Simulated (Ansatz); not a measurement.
# AlN (F-43m), a vibration from a frozen displacement

Level of theory: Ansatz, DFT PBE, scalar-relativistic, plane waves, PAW. Settings: plane waves to 420 eV, k-mesh 6×6×6 (Γ-centred), Gaussian smearing 0.05 eV. No spin polarisation. Energies are free energies at this smearing, counted from the undisturbed cell; pressure is positive in compression.

Zero of the scan (relaxed at this level; this zinc-blende form isn't the usual structure):

```xyz
8
Lattice="4.4032 0.0000 0.0000 0.0000 -4.4032 0.0000 0.0000 0.0000 -4.4032" Properties=species:S:1:pos:R:3 pbc="T T T"
Al    0.0000    0.0000    0.0000
Al    2.2016   -2.2016    0.0000
Al    2.2016    0.0000   -2.2016
Al    0.0000   -2.2016   -2.2016
N     3.3024   -3.3024   -3.3024
N     1.1008   -1.1008   -3.3024
N     1.1008   -3.3024   -1.1008
N     3.3024   -1.1008   -1.1008
```

Atom 5 (N) is moved by x along the Cartesian unit vector (0.000, 0.000, 1.000); the cell and all other atoms stay fixed. The cell's volume is 85.37 Å³; the moved atoms weigh 14.007 u together and the others 149.947 u. Some rows repeat others by symmetry and weren't run.

| x (Å) | ΔE (meV/cell) | total force on the moved atoms along the move (eV/Å) | pressure (GPa) |
| --- | --- | --- | --- |
| -0.4500 | 1777.05 | 7.3781 | 6.1418 |
| -0.3750 | 1258.85 | 6.4138 | 4.3662 |
| -0.3000 | 818.59 | 5.3043 | 2.8466 |
| -0.2250 | 466.09 | 4.0787 | 1.6234 |
| -0.1500 | 208.93 | 2.7668 | 0.7276 |
| -0.0750 | 52.50 | 1.3976 | 0.1818 |
| 0.0000 | 0.00 | 0.0000 | -0.0016 |
| 0.0750 | 52.50 | -1.3976 | 0.1818 |
| 0.1500 | 208.93 | -2.7668 | 0.7276 |
| 0.2250 | 466.09 | -4.0787 | 1.6234 |
| 0.3000 | 818.59 | -5.3043 | 2.8466 |
| 0.3750 | 1258.85 | -6.4138 | 4.3662 |
| 0.4500 | 1777.05 | -7.3781 | 6.1418 |

What frequency belongs to this motion?

The force constant is k = −dF/dx = 18.635 eV/Å², from the parabola through x = -0.0750, 0 and 0.0750. In every cell the moved atoms swing against the rest, so the mass is μ = m₁m₂/(m₁ + m₂) = 12.810 u, and ν̃ = 521.5 cm⁻¹ × √(|k|/μ) = 629 cm⁻¹. The pattern needn't be a normal mode: ν̃² is then a weighted mean of the squared nonzero frequencies at the zone centre of this cell, taken without macroscopic field, so it lies between the lowest and the highest of them.

How far does the harmonic law reach?

At x = -0.450 Å, kx²/2 = 1886.76 meV against the computed 1777.05 meV (-5.8 %): the well is still close to harmonic there.

The pressure changes with x². What does that say about the frequency under compression?

With E = k(V)x²/2, k ∝ V^(−2γ) and x scaling with the cell as V^(1/3), P − P0 = −∂E/∂V = (2γ − 2/3) ΔE/V. At x = 0.1500 Å, V(P − P0) = 85.37 × 0.72912 / 160.2 eV = 388.50 meV and ΔE = 208.93 meV, so γ = 1/3 + V(P − P0)/(2ΔE) = 1.26. This is the Grüneisen parameter of the motion under uniform scaling of the cell: shrinking the cell evenly by 1 % in volume raises the frequency by about 1.26 %.